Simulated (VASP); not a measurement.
VASP 6.6.1 run: BN

INCAR

```
IBRION = -1
LREAL = .FALSE.
ISMEAR = -1
ISIF = 2
ENCUT = 520
EDIFF = 1E-7
NBANDS = 11
NELM = 67
LWAVE = .FALSE.
LASPH = .TRUE.
ADDGRID = .TRUE.
GGA = PE
PREC = Accurate
SIGMA = 0.02
NSW = 0
LCHARG = .FALSE.
```

KPOINTS

```
KPOINTS created by Atomic Simulation Environment
0
Gamma
12 12 12
0 0 0
```

POSCAR

```
B  N
 1.0000000000000000
    -0.0000000000000000    1.8048254650102595    1.8048254650102595
     1.8048254650102595   -0.0000000000000000    1.8048254650102595
     1.8048254650102595    1.8048254650102595    0.0000000000000000
 B   N
   1   1
Cartesian
  0.0000000000000000  0.0000000000000000 -0.0000000000000000
  0.9024127325051298  0.9024127325051298  0.9024127325051298
```

The recommended PBE PAW datasets give the neutral cell 8 valence electrons.

Command

```
mpirun -np 1 vasp_std
```

Q: Predict the outcome of this run.

A: It converged. Results: gap between bands v and c on the k mesh 4.46 eV; least direct gap on the k mesh 8.84 eV; pressure 5.0 GPa. Band v is the last that the valence electrons fill when counted band by band, and c is the next.

OSZICAR

```
N       E                     dE             d eps       ncg     rms          rms(c)
DAV:   1     0.990950545416E+01    0.99095E+01   -0.52493E+03  1616   0.738E+02
DAV:   2    -0.178984454341E+02   -0.27808E+02   -0.26976E+02  1862   0.164E+02
DAV:   3    -0.184197614811E+02   -0.52132E+00   -0.52043E+00  1887   0.191E+01
DAV:   4    -0.184203863265E+02   -0.62485E-03   -0.62484E-03  1698   0.737E-01
DAV:   5    -0.184203868927E+02   -0.56621E-06   -0.56620E-06  1800   0.223E-02    0.673E+00
DAV:   6    -0.175359531275E+02    0.88443E+00   -0.29276E+00  1659   0.991E+00    0.328E+00
DAV:   7    -0.174625255462E+02    0.73428E-01   -0.10601E-01  1785   0.268E+00    0.193E+00
DAV:   8    -0.174480743400E+02    0.14451E-01   -0.35752E-02  1763   0.138E+00    0.195E-01
DAV:   9    -0.174482555316E+02   -0.18119E-03   -0.95891E-04  1668   0.259E-01    0.840E-02
DAV:  10    -0.174483420272E+02   -0.86496E-04   -0.12136E-04  1727   0.940E-02    0.151E-02
DAV:  11    -0.174483472390E+02   -0.52118E-05   -0.91755E-06  1806   0.249E-02    0.106E-02
DAV:  12    -0.174483472632E+02   -0.24185E-07   -0.15894E-06  1761   0.860E-03    0.626E-04
DAV:  13    -0.174483472596E+02    0.35984E-08   -0.22579E-08   849   0.148E-03
   1 F= -.17448347E+02 E0= -.17448347E+02  d E =-.532927E-13
```

Standard output (part)

```
POSCAR found type information on POSCAR B N
 POSCAR found :  2 types and       2 ions
 LDA part: xc-table for (Slater+PW92), standard interpolation
 POSCAR, INCAR and KPOINTS ok, starting setup
 WAVECAR not read
 entering main loop
```

For comparison, a separate PBE run of the intended cell, on usual settings and not on those above, gives a gap of 4.46 eV on its mesh and a pressure of 5.0 GPa.
